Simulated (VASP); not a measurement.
Nd, 1 atom in the cell. The structure is cubic, space group Im-3m (No. 229). The conventional cell has a = 4.151 Å, b = 4.151 Å, c = 4.151 Å, α = 90.00°, β = 90.00°, γ = 90.00°. Nd (site symmetry m-3m) is surrounded by 8 Nd at 3.59 Å. This isn't the form of Nd at room conditions, which is double hcp.

```yaml
Program: VASP 6.6.1
Task: single point
Functional: PBE
Potentials_or_basis: VASP PAW PBE potentials, release 64 (Nd)
Cutoff: 520 eV
k_mesh: 9 × 9 × 9
Occupations: fermi-dirac, width 0.05 eV
Spin: collinear spin, ferromagnetic start
Starting_moments: "[3.0] μB"
Further_INCAR_settings: ALGO = Normal; EDIFF = 1e-07; NBANDS = 17
```

Potentials or basis: VASP PAW PBE potentials, release 64 (Nd).

The run is started by

```sh
$ cat potpaw_PBE.64/Nd/POTCAR > POTCAR
$ mpirun -np 1 vasp_std > vasp.out
```

Hardware: 1 thread of Intel(R) Xeon(R) Platinum 8559C (Emerald Rapids) (shared host).

How long does it take, and how much memory?

It took 90 s on 1 thread of Intel(R) Xeon(R) Platinum 8559C (Emerald Rapids), on a shared host, peak memory 0.2 GiB. Counts: scf iterations 28, k points 35.
